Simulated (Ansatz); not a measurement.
# Cd: the cost of one run

Computed with Ansatz 0.2.0 (DFT PBE, scalar-relativistic, unless a step's input says otherwise).

## (1) The structure to begin with

The structure is hexagonal, space group P6_3/mmc (No. 194). Conventional cell: a = 2.979 Å, b = 2.979 Å, c = 5.618 Å, α = 90.00°, β = 90.00°, γ = 120.00°. Cd (site symmetry -6m2) has 12 Cd at 2.98 to 3.29 Å as nearest neighbours.

Structure file:

```xyz
2
Lattice="2.9789 0.0000 0.0000 -1.4894 2.5798 0.0000 0.0000 0.0000 5.6177" Properties=species:S:1:pos:R:3 pbc="T T T"
Cd    0.0000    1.7199    1.4044
Cd    1.4894    0.8599    4.2132
```

Atoms are numbered in the order of the input: Cd1, Cd2.

## (2) After the deformation

Space group P6_3/mmc before, P6_3/mmc after.

## (3) All-electron LAPW

File input.yaml:

```yaml
crystal:
  lattice:
    - [2.8895063329, 0.0, 0.0]
    - [-1.4447531664, 2.5023858886, 0.0]
    - [0.0, 0.0, 5.61765]
  atoms:
    - { symbol: Cd, position: [0.3333333333, 0.6666666667, 0.25] }
    - { symbol: Cd, position: [0.6666666667, 0.3333333333, 0.75] }
kpoints:
  mp_grid: { grid: [14, 14, 7] }
  band_path:
    path:
      - [0.0, 0.0, 0.0]
      - [0.5, 0.0, 0.0]
      - [0.3333333333, 0.3333333333, 0.0]
      - [0.0, 0.0, 0.0]
      - [0.0, 0.0, 0.5]
      - [0.5, 0.0, 0.5]
      - [0.3333333333, 0.3333333333, 0.5]
      - [0.0, 0.0, 0.5]
      - [0.5, 0.0, 0.5]
    npoints: 5
scf:
  occupations: { method: fermi_dirac, width: 0.05 }
hamiltonian:
  xc: pbe
  pseudopotentials: { kind: all_electron, lapw: { basis_error: 0.00025 } }
output:
  forces: true
  stress: true
  eigenvalues: true
```

Run with:

```
ansatz run input.yaml --threads 1 --pin off --max-ram 3072MiB --backend cpu --events-out ev --progress --plain --runs-dir out
```

What time and memory should one allow on 1 thread of Intel Xeon Platinum 8488C (Sapphire Rapids), shared host?

About 24 s, with a peak of 0.48 GiB.
